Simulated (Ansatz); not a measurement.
# (001) slab of rocksalt AgCl, 19.1 Å thick as cut, bare faces

Ansatz, PAW, plane waves, no spin–orbit coupling unless named; atoms relaxed with PBEsol, the curve by HSE06. The curve holds the local part of the PAW potentials, so its shape inside matter depends on the files.

```cif
data_structure
_symmetry_space_group_name_H-M 'P 1'
_symmetry_Int_Tables_number 1
_cell_length_a 3.8521
_cell_length_b 3.8521
_cell_length_c 32.0671
_cell_angle_alpha 90.000
_cell_angle_beta 90.000
_cell_angle_gamma 90.000
_cell_volume 475.84
loop_
_atom_site_label
_atom_site_type_symbol
_atom_site_fract_x
_atom_site_fract_y
_atom_site_fract_z
_atom_site_occupancy
Cl1 Cl 0.50015 0.49495 0.20010 1
Cl2 Cl 0.50128 0.49683 0.37217 1
Cl3 Cl 0.49913 0.49860 0.54212 1
Cl4 Cl 0.49866 0.50028 0.71123 1
Cl5 Cl 0.00264 0.99492 0.28877 1
Cl6 Cl 0.00008 0.99888 0.45800 1
Cl7 Cl 0.99870 0.00178 0.62799 1
Cl8 Cl 0.99660 0.99596 0.79978 1
Ag1 Ag 0.99928 0.99449 0.20566 1
Ag2 Ag 0.00159 0.99598 0.37362 1
Ag3 Ag 0.99979 0.99857 0.54313 1
Ag4 Ag 0.99863 0.00051 0.71435 1
Ag5 Ag 0.50288 0.49410 0.28558 1
Ag6 Ag 0.50070 0.49857 0.45686 1
Ag7 Ag 0.49884 0.50252 0.62645 1
Ag8 Ag 0.49571 0.49500 0.79434 1
```

Planar mean of the electrostatic potential energy along the normal, from the vacuum level:

```tsv
z (Å)	v (eV)
0.00	0.00
0.30	0.00
0.74	0.00
1.04	0.00
1.34	0.00
1.63	0.00
2.08	0.00
2.38	0.00
2.67	0.00
2.97	-0.01
3.41	-0.01
3.71	-0.01
4.01	-0.02
4.31	-0.06
4.75	-0.21
5.05	-0.54
5.34	-1.41
5.64	-3.91
6.09	-12.03
6.38	-15.34
6.68	-14.82
7.13	-8.12
7.42	-3.93
7.72	-2.05
8.02	-2.08
8.46	-6.04
8.76	-11.35
9.06	-15.15
9.35	-15.30
9.80	-8.94
10.10	-3.76
10.39	-1.71
10.69	-1.49
11.13	-4.57
11.43	-10.02
11.73	-14.52
12.03	-15.55
12.47	-10.18
12.77	-4.89
13.06	-2.15
13.51	-1.94
13.81	-4.20
14.10	-9.23
14.40	-14.06
14.85	-15.00
15.14	-10.99
15.44	-5.42
15.74	-2.20
16.18	-1.64
16.48	-3.36
16.78	-8.12
17.07	-13.35
17.52	-15.36
17.82	-11.95
18.11	-6.47
18.41	-2.71
18.85	-1.69
19.15	-3.10
19.45	-7.29
19.89	-14.53
20.19	-15.53
20.49	-12.64
20.78	-7.19
21.23	-1.91
21.53	-1.41
21.82	-2.37
22.12	-6.07
22.57	-13.90
22.86	-15.70
23.16	-13.60
23.46	-8.59
23.90	-2.71
24.20	-1.86
24.50	-2.66
24.79	-5.74
25.24	-13.17
25.53	-15.56
25.83	-14.07
26.28	-6.37
26.57	-2.27
26.87	-0.85
27.17	-0.32
27.61	-0.07
27.91	-0.02
28.21	-0.01
28.50	0.00
28.95	0.00
29.25	0.00
29.54	0.00
29.84	0.00
30.29	0.00
30.58	0.00
30.88	0.00
31.18	0.00
31.62	0.00
31.92	0.00
```

Q: How far below the vacuum level do the top filled and the lowest empty level lie, by each functional?

A: PBEsol: 5.34 and 4.54 eV (gap 0.80 eV, a 6×6×1 mesh); HSE06: 6.16 and 3.72 eV (gap 2.45 eV, a 4×4×1 mesh). Either level can be a surface state and not a band edge of the crystal.
